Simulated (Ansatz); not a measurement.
# Ionic part of the dielectric constant of BN at 12 GPa, mode by mode

Theory: DFT PBE, scalar-relativistic, plane waves, PAW (Ansatz). Cutoff 420 eV, 12×12×12 k-points (Γ-centred), fixed occupations. No spin polarisation. Phonons by linear response, acoustic sum rule imposed.

The structure is trigonal, space group R3m (No. 160). Conventional cell: a = 2.489 Å, b = 2.489 Å, c = 8.668 Å, α = 90.00°, β = 90.00°, γ = 120.00°. Around B (site symmetry 3m) lie 3 N at 1.44 Å. N (site symmetry 3m) has 3 B at 1.44 Å as nearest neighbours.

The crystal is built of layers and no dispersion correction was added, so the binding between them is poorly described, and with it their spacing and whatever depends on it.

The primitive cell has V = 15.50 Å³ and ε∞,zz = 3.377. Each polar mode adds Δε = (4.92064×10⁷/V)·S/ν² along z, with S its oscillator strength in e²/amu, ν in cm⁻¹ and V in Å³.

Problem. From these modes, find each Δε and ε0,zz.
```
ν (cm⁻¹) S_zz (e²/amu)
   705.5         0.1623
  1393.9        0.01156
  1393.9        0.00016
```

Solution.
| ν (cm⁻¹) | Δε |
| --- | --- |
| 705.5 | 1.03 |
| 1393.9 | 0.02 |
| 1393.9 | 0.00 |

The sum is 1.054, so ε0,zz = 4.43; the run's tensor has 4.43.

This form isn't the usual stable structure of the compound at low pressure.

Cost: 1 run of about 1.2 core-minutes, on Arm Neoverse V2 (shared hosts).